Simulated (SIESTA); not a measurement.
**InP under changes of volume**

One of the cells (25.167 Å³/atom); the others are scaled copies at fixed shape and fractional positions:

```
In P
1.0
     0.00000    2.93050    2.93050
     2.93050    0.00000    2.93050
     2.93050    2.93050    0.00000
In P
1 1
Direct
  0.00000 0.00000 0.00000
  0.75000 0.75000 0.75000
```

- Program: SIESTA 5.4.2
- Functional: LDA
- Potentials or basis: PseudoDojo 0.4 standard (LDA files)
- Basis: DZP (energy shift 0.003 Ry; two zetas on semicore shells)
- Grid cutoff: 500 Ry
- Energy shift: 0.003 Ry
- k mesh: 8 × 8 × 8
- Occupations: fermi-dirac, width 0.05 eV
- Spin: no spin polarisation

```tsv
volume (Å³/atom)	energy over the lowest point (meV/atom)	pressure (GPa)	gap on the mesh (eV)
23.657	?	?	?
24.160	3.72	2.0	0.90
24.663	0.00	0.4	0.77
25.167	1.01	-1.0	0.64
25.670	6.34	-2.3	0.52
26.173	15.52	-3.5	0.40
26.677	28.08	-4.5	0.29
```

What does the run at 23.657 Å³/atom give?

Energy over the lowest point 12.76 meV/atom; pressure 3.8 GPa; gap on the mesh 1.03 eV.

Worked out: A Birch-Murnaghan fit of order 3 (a polynomial in V^(-2/3)) to the other rows has its minimum at 24.80 Å³/atom with B0 = V·E''(V) = 73 GPa and B' = 4.6. It gives 12.84 meV/atom at 23.657 Å³/atom, against the run's 12.76, and -dE/dV = 3.8 GPa, against 3.8. A straight line through the other rows of the gap, of slope -6.17 eV per unit of ln V (its deformation potential), extrapolates to 1.03 eV, against the run's 1.03.

Energies are extrapolated to zero smearing.

Caveats: spin-orbit coupling is left out, which moves the levels of the heavy elements; the basis of atomic orbitals isn't converged, which shifts pressures, moduli and gaps.

A mesh can miss the band edges.
